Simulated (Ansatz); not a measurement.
# Σ3 (111) boundary in fcc Cu with N (interstitial): structure and resistance, part 2 of 2

Wanted: what the Σ3 (111) boundary in fcc Cu with N (interstitial) costs an interconnect.

Ansatz 0.2.0; Ansatz plane-wave DFT, PBE, PAW files; relaxation of a bicrystal slab with its lowest layers held; PAW set soft_1 (the session's first sound run).

So far. Step 2 (Relaxing the bicrystal): The largest force component on a free atom ends at 0.016 eV/Å, under the tolerance of 0.03, after 9 steps.

## 3. Transmission across the boundary

Bulk layers of each grain are laid under and over the relaxed boundary, and a lead is named in the middle of each, away from the free faces. The mesh across the current, 28×28, is finer than the density's, because channels open and close sharply across the zone. Energies from -0.1 to 0.1 eV in steps of 0.05 eV are too few for the program's thermal sum, so it prints no conductance; for a metal the transmission near the Fermi level serves, at a fraction of the cost.

This step: Ansatz plane-wave DFT, PBE, PAW files; ballistic transport by layer matching (Landauer), zero bias; boundary relaxed in a short slab, bulk layers laid on; PAW set soft_1 (Ansatz 0.2.0).

System of this step: Σ3 (111) boundary in fcc Cu with N (interstitial). The cell holds 45 atoms: 44 Cu and 1 N. Its edges and angles: a = 5.112 Å, b = 2.556 Å, c = 52.457 Å, α = 90.0°, β = 90.0°, γ = 120.0°. It derives from Cu. Regions: lower grain, 18 atoms (18 Cu); boundary, 13 atoms (12 Cu and 1 N); upper grain, 14 atoms (14 Cu). Vacuum lies along c.

File input.yaml:

```yaml
crystal:
  lattice:
    - [5.1123254594, 0.0, 0.0]
    - [-1.2780813649, 2.2137018601, 0.0]
    - [0.0, 0.0, 52.4565582136]
  atoms:
    - { symbol: Cu, position: [-2.0000000001, -8.0000000001, 0.0762535732] }
    - { symbol: Cu, position: [-1.5000000001, -8.0000000001, 0.0762535732] }
    - { symbol: Cu, position: [-1.8333333334, -7.3333333335, 0.1160407456] }
    - { symbol: Cu, position: [-1.3333333334, -7.3333333335, 0.1160407456] }
    - { symbol: Cu, position: [-1.6666666667, -6.6666666668, 0.1558279181] }
    - { symbol: Cu, position: [-1.1666666667, -6.6666666668, 0.1558279181] }
    - { symbol: Cu, position: [-1.5000000001, -6.0000000001, 0.1956150906] }
    - { symbol: Cu, position: [-1.0000000001, -6.0000000001, 0.1956150906] }
    - { symbol: Cu, position: [-1.3333333334, -5.3333333334, 0.2354022631] }
    - { symbol: Cu, position: [-0.8333333334, -5.3333333334, 0.2354022631] }
    - { symbol: Cu, position: [-1.1666666667, -4.6666666667, 0.2751894355] }
    - { symbol: Cu, position: [-0.6666666667, -4.6666666667, 0.2751894355] }
    - { symbol: Cu, position: [-1.0, -4.0, 0.314976608] }
    - { symbol: Cu, position: [-0.5, -4.0, 0.314976608] }
    - { symbol: Cu, position: [-0.8333333334, -3.3333333334, 0.3547637805] }
    - { symbol: Cu, position: [-0.3333333334, -3.3333333334, 0.3547637805] }
    - { symbol: Cu, position: [-0.6666666667, -2.6666666667, 0.394550953] }
    - { symbol: Cu, position: [-0.1666666667, -2.6666666667, 0.394550953] }
    - { symbol: Cu, position: [0.5, 1.0, 0.4343381254] }
    - { symbol: Cu, position: [1.0, 1.0, 0.4343381254] }
    - { symbol: Cu, position: [0.6680095059, 0.6680095059, 0.4743769814] }
    - { symbol: Cu, position: [0.1703752863, 0.6703752863, 0.4739527682] }
    - { symbol: Cu, position: [0.8313676375, 0.3313676375, 0.5139328305] }
    - { symbol: Cu, position: [0.3452313615, 0.3452313615, 0.5150431283] }
    - { symbol: Cu, position: [-0.0555276235, -0.0555276235, 0.5644355326] }
    - { symbol: Cu, position: [0.4626515583, -0.0373484417, 0.565507014] }
    - { symbol: "N", position: [0.1437150218, 0.6437150218, 0.5401194764] }
    - { symbol: Cu, position: [0.7874293855, 0.2874293855, 0.6048730749] }
    - { symbol: Cu, position: [0.288263524, 0.288263524, 0.6056126233] }
    - { symbol: Cu, position: [0.6207571247, 0.6207571247, 0.6453061272] }
    - { symbol: Cu, position: [0.1191653335, 0.6191653335, 0.6451663118] }
    - { symbol: Cu, position: [-0.5467054376, -2.0467054376, 0.685023392] }
    - { symbol: Cu, position: [-0.0467054376, -2.0467054376, 0.685023392] }
    - { symbol: Cu, position: [-0.7133721042, -2.7133721042, 0.7248105645] }
    - { symbol: Cu, position: [-0.2133721042, -2.7133721042, 0.7248105645] }
    - { symbol: Cu, position: [-0.8800387709, -3.3800387709, 0.7645977369] }
    - { symbol: Cu, position: [-0.3800387709, -3.3800387709, 0.7645977369] }
    - { symbol: Cu, position: [-1.0467054376, -4.0467054376, 0.8043849094] }
    - { symbol: Cu, position: [-0.5467054376, -4.0467054376, 0.8043849094] }
    - { symbol: Cu, position: [-1.2133721043, -4.7133721043, 0.8441720819] }
    - { symbol: Cu, position: [-0.7133721043, -4.7133721043, 0.8441720819] }
    - { symbol: Cu, position: [-1.3800387709, -5.380038771, 0.8839592544] }
    - { symbol: Cu, position: [-0.8800387709, -5.380038771, 0.8839592544] }
    - { symbol: Cu, position: [-1.5467054376, -6.0467054377, 0.9237464268] }
    - { symbol: Cu, position: [-1.0467054376, -6.0467054377, 0.9237464268] }
kpoints:
  mp_grid: { grid: [11, 11, 1] }
hamiltonian:
  xc: pbe
  pseudopotentials: { kind: paw, azcp: { folder: soft_1 } }
scf:
  occupations: { method: fermi_dirac, width: 0.1 }
output:
  transmission:
    leads: [[10, 12], [35, 37]]
    kmesh: [28, 28]
    e_range: [-0.1, 0.1]
    de: 0.05
  write_potential: true
  write_density: true
  volumetric_format: npy
  elf: true
```

Command:

```bash
> ansatz run input.yaml --threads 4 --pin off --max-ram 15360MiB --backend cpu --events-out ev --progress --plain --runs-dir out
```

Numbers of over 12 decimals in the logs are rounded to 6 here.

The log of the run:

```text
[...]
Crystal: 45 atoms, lattice volume = 593.659 Å³
Basis set: ecut = 420 eV, 11717 PW (Γ)
Bands: 505, of which v1, the nominal top of the filled ones, is band 421 counted from 1 (420 counted from 0)
Symmetry: 2 space group operations
[...]
k-points: 36 of 121 (time reversal used)
[...]
SCF iter   1: F=—  HF=-291930.905680 eV  |F-HF|=—  |Δ(HF+E_count)|=         —  Δρ=2.56e-1  dr2=2.51e2  ethr=3.10e-3  ⟨swp⟩=4.8  Hψ=56874  notcnv=0  defer=1604
[...]
SCF iter  17: F=-291888.241963 eV  HF=-291888.241963 eV  |F-HF|=5.04e-8  |Δ(HF+E_count)|=   1.18e-8  Δρ=2.36e-6  dr2=5.78e-8  ethr=1.19e-11  ⟨swp⟩=10.1  Hψ=72370  notcnv=0
SCF 1 converged in 17 iterations: F = -291888.241963 eV  dr2 = 5.78e-8
[...]
transmission: 1016 of 10125 steps passed
transmission: 2025 of 10125 steps passed
[...]
transmission: 10125 of 10125 steps passed
WARN: The input density's exchange-correlation potential varies sharply where the density is thin. Do not read a vacuum level from v_tot or v_xc, or from such a field of the output density. On a cell that repeats whose density bears no net charge and no dipole along the vacuum's axis use v_es (v_loc + v_h of the components); under efield.dipole_correction with no amplitude use v_es + v_field, which holds any external [...]
SCF converged after 17 iterations
Free energy (F): -291888.241963 eV
[...]
Internal energy: -291887.784001 eV  (E = F + TS)
E sigma→0 (E₀):  -291888.012982 eV
Entropy (-TS):   -0.457962 eV (-10.177 meV/atom)
Fermi energy:    13.937562 eV
[...]
--- Band table (eV; the first three rows and the last of 36) ---
  k-point 0: bands = [... 417 lower, 12.6365, 12.7783, 12.9700, 13.1764, 13.2639, 13.3566, 13.3853, 13.6094, ... 80 higher]
  k-point 1: bands = [... 417 lower, 13.2424, 13.3812, 13.4407, 13.4597, 13.5966, 13.6942, 13.7973, 13.9142, ... 80 higher]
  k-point 2: bands = [... 417 lower, 13.6185, 13.6743, 13.7229, 13.7499, 13.8083, 13.8986, 13.9398, 14.0396, ... 80 higher]
  k-point 35: bands = [... 417 lower, 14.6554, 14.7874, 14.8884, 15.1208, 15.1857, 15.2780, 15.4869, 15.6989, ... 80 higher]
--- Transmission ---
  basis      : 103 plane waves across, 45 finite elements along
  points     : 225, standing for a mesh of 28 x 28
  energies   : 5 from -0.100000 to 0.100000 eV about the Fermi level, 0.050000 eV apart; the leads are filled to 0.000000 eV, and channels, transmission and decay are at 0.000000 eV
  crystal 0  : Cu2, at the sites [10, 12], period 2.0871 Å, over 20.87 Å; its Hamiltonian steps by up to 5.9 meV
    offset         : up to 0.0000 Å between an atom of the period and one for which it stands
    channels       : 1.590561e0 a spin
    conductance    : none, the energies end too early or step too widely for 300 K: set another output.transmission.e_range or a lower de, or, where they end at an eighth of basis.ecutwfc, a higher one
[...]
channels       : 1.590561e0 a spin
[...]
junction   : crystal 0 to crystal 1, 14.09 to 39.76 Å
    transmission   : 8.472768e-1 a spin
[...]
```

Elapsed: 30 min, on 4 threads of Arm Neoverse V1, shared host; peak memory 10 GiB.

Numbers from this step:

| Property | Result |
| --- | --- |
| free energy | -291888.2420 eV |
| energy at zero smearing | -291888.0130 eV |
| Fermi energy | 13.94 eV |
| cell area | 11.32 Å² |
| transmission per spin nearest the Fermi level | 0.8473 |
| open channels per spin nearest the Fermi level | 1.591 |
| open channels per spin, upper lead | 1.591 |
| step of the lead's potential | 5.9 meV |
| step of the upper lead's potential | 5.8 meV |

Per spin. Table of transmission, zone mean by energy, zero at the Fermi level:

```csv
energy (eV),"transmission, zone mean"
-0.1000,0.840
-0.0500,0.845
0.0000,0.847
0.0500,0.837
0.1000,0.823
```

Per spin. Open channels, zone mean against energy, zero at the Fermi level:

```csv
energy (eV),lead,upper lead
-0.1000,1.59,1.59
-0.0500,1.61,1.61
0.0000,1.59,1.59
0.0500,1.60,1.59
0.1000,1.61,1.61
```

Transmission over k1 and k2. At 0.0000 eV from the Fermi level.

Ten even steps from '_' (0.07) to '@' (1.32), each cell a mean:
```
--------========++++++++****++++++++**++++++++======----
****####**********++++++====------------======++++******
##################****++++====------------======++****##
######################**++++++++++++++++++++++++++++****
****####################**++**************************++
********################********************************
######%%@@%%****++++++++**##@@%%########%%%%@@@@@@%%%%##
##****++++++++****##**********++++++****####%%%%%%%%%%##
####****++++****##**..____==++****++++******####%%%%%%%%
######**********##**--..____..--++************######%%%%
########**********##**--..______::++####********########
##%%########**********##++::______..==**##**********####
##%%%%%%######******++****++==--____..**##****++******##
####%%%%%%%%%%####**++++++++****====++####**++++++++****
####%%@@@@@@@@@@%%####**##%%@@%%**++++++++++**##@@%%####
**********************************##############********
******************************++**####################**
******++++++++++++++++++++++++++****####################
####****++========------========++****##################
##******++++======------------====++++********##########
============++++++++++++++++++++++++++++++++++==========
==++++++++++******########****########********++++++++==
```
Columns: k1 (b1) from -0.5 to 0.464; rows upwards: k2 (b2) from -0.5 to 0.464.

Open channels over k1 and k2. At 0.0000 eV from the Fermi level.

Values, 12 rows by 16 columns, each cell a mean:
```
1.00 1.00 1.00 1.00 1.00 1.12 1.49 1.94 2.00 2.00 2.00 2.00 1.08 1.00 1.00 1.00
1.00 1.00 1.00 1.00 1.00 1.00 1.00 1.57 2.00 2.00 2.00 2.00 1.88 1.59 1.24 1.00
1.43 1.06 1.00 1.00 1.00 1.00 1.00 1.57 2.00 2.00 2.00 2.00 2.00 2.00 1.98 1.86
2.00 2.00 1.69 1.33 1.08 1.00 1.00 1.57 2.00 2.00 2.00 2.00 2.00 2.00 2.00 2.00
2.00 2.00 2.00 2.00 1.76 1.31 1.00 1.41 1.71 1.80 2.00 2.00 2.00 2.00 2.00 2.00
2.00 2.00 2.00 2.00 1.76 1.06 1.00 1.00 1.00 1.04 1.20 1.82 2.00 2.00 2.00 2.00
2.00 2.00 2.00 2.00 2.00 1.88 1.51 1.14 1.14 1.02 1.02 1.14 2.00 2.00 2.00 2.00
2.00 2.00 2.00 2.00 2.00 2.00 2.00 2.00 2.00 1.14 1.04 1.29 1.71 1.96 2.00 2.00
2.00 2.00 2.00 2.00 2.00 2.00 2.00 2.00 2.00 1.14 1.00 1.00 1.00 1.12 1.45 1.82
1.18 1.55 1.88 2.00 2.00 2.00 2.00 2.00 2.00 1.14 1.00 1.00 1.00 1.00 1.00 1.00
1.00 1.00 1.04 1.29 1.84 2.00 2.00 2.00 2.00 1.31 1.00 1.00 1.00 1.00 1.00 1.00
1.43 1.43 1.43 1.43 1.67 2.00 2.00 2.00 2.00 1.96 1.80 1.43 1.43 1.43 1.43 1.43
```
Columns: k1 (b1) from -0.5 to 0.464; rows upwards: k2 (b2) from -0.5 to 0.464.

Electrostatic potential energy in the ca plane at fractional y = 0.619, with atoms of Cu and N within 0.2 Å of it. With pseudopotentials it is smooth inside the atoms' cores, unlike the true potential.

Ten even steps from '0' (-46 eV) to '9' (16 eV), each cell a mean:
```
98545899878999999986458999877899867899878999
98535899778999999986448999755799756899999999
99767999989997557998679999866899867899878999
99999999999984004899999999988999989998423799
89999999999972002799999999999999999996100489
99999999999983003899999999999999999996100489
99878999989997557998668999999999999998412699
98545899878999999996337999977899877899878999
98535899778999999996347999866799855899999999
99767999989997558998778989877899867899878999
99999999999983004899998545899999988998423799
89999999999972002899997202799999999996100489
99999999999983004899998313899999999996100489
99878999989997557998778767999999999998412699
```
Columns run along c (16.0 Å, from fractional 0.38 to 0.68 of the cell; values clipped at the 3rd and 97th percentile), rows up along a (5.1 Å). Atoms in or near the plane, at fractional coordinates: Cu at (0.47, 0.67), Cu at (0.47, 0.17), N at (0.54, 0.14), Cu at (0.65, 0.62), Cu at (0.65, 0.12).

Valence density in the ca plane at fractional y = 0.619, with atoms of Cu and N within 0.2 Å of it. It is the smooth field of the valence electrons, not physical close to the nuclei.

Ten steps, logarithmic in the rise over the least value, from '0' (0 e/Å³) to '9' (49 e/Å³), each cell a mean:
```
01232100111000000002321111111100111000111000
01232100111000000002331000122100122100000000
00121000010001221001210000122100121100111000
00000000000014774100000000011000010001354200
10000000000015995100000000000000000002698410
00000000000014774100000000000000000002698410
00111000000001331001210000000000000001355200
01232100111000000002331000011100111100111000
01232100111000000002331000122100122100000000
00121000010001331001111111111100111100111000
00000000000014773100001333110000000001354200
10000000000016995100002444200000000002698410
00000000000014773100012343200000000002698410
00111000000001331001111222110000000001365200
```
Columns run along c (16.0 Å, from fractional 0.38 to 0.68 of the cell), rows up along a (5.1 Å). Atoms in or near the plane, at fractional coordinates: Cu at (0.47, 0.67), Cu at (0.47, 0.17), N at (0.54, 0.14), Cu at (0.65, 0.62), Cu at (0.65, 0.12).

ELF in the ca plane at fractional y = 0.619, with atoms of Cu and N within 0.2 Å of it. It is the smooth field of the valence electrons, not physical close to the nuclei.

Values, 8 rows by 16 columns, each cell a mean:
```
0.18 0.15 0.19 0.16 0.22 0.20 0.21 0.15 0.26 0.21 0.16 0.20 0.16 0.21 0.19 0.21
0.20 0.17 0.21 0.19 0.20 0.17 0.20 0.17 0.15 0.16 0.17 0.21 0.17 0.21 0.17 0.20
0.24 0.24 0.24 0.27 0.19 0.41 0.21 0.26 0.19 0.21 0.25 0.24 0.24 0.19 0.37 0.21
0.21 0.18 0.22 0.21 0.20 0.19 0.21 0.18 0.17 0.19 0.22 0.22 0.22 0.19 0.27 0.21
0.18 0.15 0.19 0.16 0.22 0.20 0.21 0.15 0.16 0.16 0.17 0.19 0.16 0.21 0.19 0.21
0.20 0.17 0.21 0.19 0.20 0.17 0.19 0.16 0.48 0.41 0.16 0.19 0.17 0.20 0.17 0.20
0.24 0.24 0.24 0.27 0.19 0.41 0.19 0.23 0.57 0.59 0.18 0.22 0.25 0.19 0.36 0.21
0.21 0.18 0.22 0.21 0.20 0.18 0.19 0.17 0.63 0.57 0.17 0.22 0.22 0.19 0.28 0.21
```
Columns run along c (16.0 Å, from fractional 0.38 to 0.68 of the cell), rows up along a (5.1 Å). Atoms in or near the plane, at fractional coordinates: Cu at (0.47, 0.67), Cu at (0.47, 0.17), N at (0.54, 0.14), Cu at (0.65, 0.62), Cu at (0.65, 0.12).

Over the solved energies the transmission per spin lies between 0.823 and 0.847, out of 1.60 channels of the lead on average (up to 1.61).

## 4. Specific resistance

This step: Ansatz plane-wave DFT, PBE, PAW files; ballistic transport by layer matching (Landauer), zero bias; specific resistance of the boundary; PAW set soft_1 (Ansatz 0.2.0).

This step gave:

* area resistance: 0.8274 fΩ m²
* T over the leads' mean channel count: 0.5251

Averaged over the energies near the Fermi level, 52.5 % of the channels pass, which makes 0.827 fΩ m².

By hand, with T and the leads' channels N averaged over the energies near the Fermi level: RA = A (h/2e²)(1/T − ½[1/N₁ + 1/N₂]) = 11.32×10⁻²⁰ m² × 12 906 Ω × (1/0.8384 − ½[1/1.597 + 1/1.596]) = 0.827 fΩ m².

## 5. Outcome

```json
{
 "specific resistance of the boundary": "0.827 fΩ m²",
 "share of channels that pass": "0.525"
}
```

What this shows: The boundary has a specific resistance of 0.83 fΩ m². The boundary reflects 47 % of the channels; 0.83 fΩ m² is 8.3×10⁻¹² Ω·cm². That equals the resistance of 48 nm of bulk Cu at 300 K (measured 1.725 µΩ cm, CRC Handbook of Chemistry and Physics, 84th ed., 2003, Electrical Resistivity of Pure Metals). One N in 11.3 Å² of boundary is a high coverage. One starting structure was relaxed; another shift or atom count at the boundary may lie lower.

[Logs are printed without paths, hosts, clocks, repeated set-up lines and the standing remarks that a program may print on its own settings, such as how far it seeks lower states.]

[Hosts, paths, dates, database ids (printed as entryN), source tags and the programs' standing remarks are cut or masked in the printed files.]
